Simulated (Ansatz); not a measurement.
Runs of Ansatz 0.2.0 on WC. Symmetry: Fm-3m, No. 225, cubic system. The conventional cell has a = 4.385 Å, b = 4.385 Å, c = 4.385 Å, α = 90.00°, β = 90.00°, γ = 90.00°. W (site symmetry m-3m) is surrounded by 6 C at 2.19 Å. C (site symmetry m-3m) has 6 W at 2.19 Å as nearest neighbours. Measurements of this composition are mostly on another form, of space group No. 187.

```csv
task,level,U,points for each segment of the path,hubbard projectors,double counting,gap on the mesh (eV),pressure (GPa)
band structure,PBEsol,-,14,-,-,none,-10.2
projected density of states,LDA+U,W d U = 3 eV,-,ortho-atomic (the default),fll (the default),none,(b)
projected density of states,LDA+U,W d U = 6 eV,-,ortho-atomic (the default),fll (the default),none,-15.2
projected density of states,LDA+U,W d U = 1 eV,-,ortho-atomic (the default),fll (the default),none,-16.0
projected density of states,LDA+U,W d U = 5 eV,-,ortho-atomic (the default),fll (the default),none,(a)
```

Alike in all rows: potentials or basis Ansatz PAW; no spin polarisation; cell as given; k mesh 10 × 10 × 10; cutoff (eV) 420; smearing fermi-dirac 0.05 eV.

Problem. Fill in the values left out.

Solution. (a) -15.4; (b) -15.7.

Caveats: the PAW data sets come from PBE, with cores solved anew for the run's functional, which leaves a small shift of forces and pressure; U without spin polarisation on a metal has little footing (some runs); the U is typed as a test and isn't derived for this compound (some runs); the density of states is complete only up to the lowest level of the last band computed (some runs); spin-orbit coupling is left out, which moves the levels of the heavy elements (some runs).

A k mesh can miss the band edges, and the runs leave out spin-orbit coupling on W.

A gap of «none» marks a metal or a gap under the smearing width.
